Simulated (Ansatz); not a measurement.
Base system: BaSnO3 in the cubic perovskite structure (space group Pm-3m, No. 221; a = 4.131 Å).

One thing is altered: cell and atoms relaxed at a pressure of 1.8 GPa.

Levels (all Ansatz, a program for electronic structure, PAW): r2SCAN (500 eV, spin-orbit coupling left out); HSE06 (420 eV, no spin-orbit coupling).

The geometry is relaxed with r2SCAN.

- r2SCAN lowest conduction level above the VBM at special points = Γ 1.71 eV; X 5.75 eV; R 6.02 eV

Task: How does going to HSE06 change the lowest conduction level above the VBM at special points?

Result: The lowest conduction level above the VBM at special points changes from Γ 1.71 eV; X 5.75 eV; R 6.02 eV to Γ 2.66 eV; X 6.92 eV; R 6.99 eV.

Single points use the geometry relaxed with r2SCAN. Their cutoffs differ, which shifts pressures a little. HSE06 gaps are upper bounds (no full band path). The levels and masses belong to the bands next to the band gap. Load acts through the strain it causes; cell and atoms are relaxed under it. No phonon test of stability was made.
